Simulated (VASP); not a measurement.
# HfN under changes of volume

One of the cells (14.058 Å³/atom); the others are scaled copies at fixed shape and fractional positions:

```
CELL_PARAMETERS angstrom
0.00000 2.41349 2.41349
2.41349 0.00000 2.41349
2.41349 2.41349 0.00000
ATOMIC_POSITIONS crystal
Hf 0.00000 0.00000 0.00000
N 0.25000 0.25000 0.25000
```

The cell comes from a database or a generator and needn't be the stable form of this composition.

- Program: VASP 6.6.1
- Functional: LDA
- Potentials or basis: VASP PAW LDA potentials, release 64 (Hf_pv, N)
- Cutoff: 520 eV
- k mesh: 8 × 8 × 8
- Occupations: fermi-dirac, width 0.05 eV
- Spin: no spin polarisation

```csv
volume (Å³/atom),energy over the lowest point (meV/atom),pressure (GPa)
13.496,17.11,9.9
13.777,4.24,4.7
14.058,0.00,0.0
14.340,3.55,-4.2
14.621,?,?
```

Q: What does the run at 14.621 Å³/atom give?

A: Energy over the lowest point 14.15 meV/atom; pressure -8.0 GPa.

Worked out: A Birch-Murnaghan fit of order 2 (a polynomial in V^(-2/3)) to the other rows has its minimum at 14.07 Å³/atom with B0 = V·E''(V) = 221 GPa. It gives 14.16 meV/atom at 14.621 Å³/atom, against the run's 14.15, and -dE/dV = -7.9 GPa, against -8.0.

Energies are extrapolated to zero smearing.
